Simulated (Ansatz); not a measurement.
Crystal: Sb.

```
Sb
1.0
    -1.57654    1.57654    2.71194
     1.57654   -1.57654    2.71194
     1.57654    1.57654   -2.71194
Sb
1
Direct
  0.00000 0.00000 0.00000
```

This isn't the form of Sb at room conditions, which is rhombohedral.

Base run:

* Program: Ansatz 0.2.0
* Functional: LDA
* Potentials or basis: Ansatz PAW
* Cutoff: 420 eV (not typed: the program's choice for these potentials)
* k mesh: 12 × 12 × 12
* Occupations: fermi-dirac, width 0.05 eV
* Spin: no spin polarisation

Its results: band gap on the k mesh none (metal or under the smearing width); pressure -2.4 GPa.

Task: The run is repeated on the same cell with these changes: functional from LDA to r2SCAN; cutoff from 420 eV (not typed: the program's choice for these potentials) to 500 eV (not typed: the program's choice for these potentials). What comes out?

Result: Band gap on the k mesh none (metal or under the smearing width); pressure 1.2 GPa.

Caveats: spin-orbit coupling is left out, which moves the levels of the heavy elements; the PAW data sets come from PBE, with cores solved anew for the run's functional, which leaves a small shift of forces and pressure.
